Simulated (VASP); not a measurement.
Input:

```
CELL_PARAMETERS angstrom
      0.00000     3.08436     3.08436
      3.08436     0.00000     3.08436
      3.08436     3.08436     0.00000
ATOMIC_POSITIONS crystal
  Al 0.00000 0.00000 0.00000
  Sb 0.25000 0.25000 0.25000
```

Computed with PBEsol GGA, VASP's PBE PAW potentials (set 64) (plane waves; VASP 6.6.1). Numerical set-up: 520 eV cut-off, 8×8×8 Γ-centred mesh, tetrahedra with Blöchl corrections, potentials Al Sb.

Unless said otherwise, spin-orbit coupling is left out, though it shifts the bands of the heavy elements here.

### Question
Estimate the energy per atom (σ→0), band gap (on the k-mesh) with the smallest direct gap where there is one.

### Answer

```json
{
 "band gap (on the k-mesh)": "1.14 eV",
 "smallest direct gap (on the k-mesh)": "1.45 eV",
 "energy per atom (σ→0)": "-4.434 eV/atom"
}
```

The compound is AlSb in the zinc blende structure. It was relaxed first.
